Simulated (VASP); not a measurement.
Here is a VASP 6.6.1 calculation.

Contents of INCAR:

```
PREC = Accurate
ENCUT = 520
EDIFF = 1E-6
ISMEAR = 0
SIGMA = 0.02
LREAL = F
LASPH = T
NELM = 80
ALGO = Normal
ISIF = 2
LWAVE = F
LCHARG = F
METAGGA = R2SCAN
LMIXTAU = T
KPAR = 2
```

File KPOINTS:

```
regular mesh
0
Gamma
  6 6 6
```

Contents of POSCAR:

```
CsSnI3
1.0
    6.2057000000      0.0000000000      0.0000000000
    0.0000000000      6.2057000000      0.0000000000
    0.0000000000      0.0000000000      6.2057000000
Cs I Sn
1 3 1
Direct
    0.0000000000      0.0000000000      0.0000000000
    0.5000000000      0.5000000000      0.0000000000
    0.5000000000      0.0000000000      0.5000000000
    0.0000000000      0.5000000000      0.5000000000
    0.5000000000      0.5000000000      0.5000000000
```

File KPOINTS_OPT:

```
path GXMGRX,MR
10
line-mode
reciprocal
 0.0000000000  0.0000000000  0.0000000000  G
 0.0000000000  0.5000000000  0.0000000000  X

 0.0000000000  0.5000000000  0.0000000000  X
 0.5000000000  0.5000000000  0.0000000000  M

 0.5000000000  0.5000000000  0.0000000000  M
 0.0000000000  0.0000000000  0.0000000000  G

 0.0000000000  0.0000000000  0.0000000000  G
 0.5000000000  0.5000000000  0.5000000000  R

 0.5000000000  0.5000000000  0.5000000000  R
 0.0000000000  0.5000000000  0.0000000000  X

 0.5000000000  0.5000000000  0.0000000000  M
 0.5000000000  0.5000000000  0.5000000000  R
```

Potentials or basis: VASP PAW PBE potentials, release 64 (Cs_sv, I, Sn_d).

Command:

```sh
$ cat potpaw_PBE.64/Cs_sv/POTCAR potpaw_PBE.64/I/POTCAR potpaw_PBE.64/Sn_d/POTCAR > POTCAR
$ mpirun -np 2 vasp_std > vasp.out
```

(1) What does it give for the band gap along the path?

(2) Predict the band gap on the k mesh.

## Answers

(1) 0.42 eV, direct.

(2) 0.42 eV, direct.

Caveat: spin-orbit coupling is left out, which moves the levels of the heavy elements.
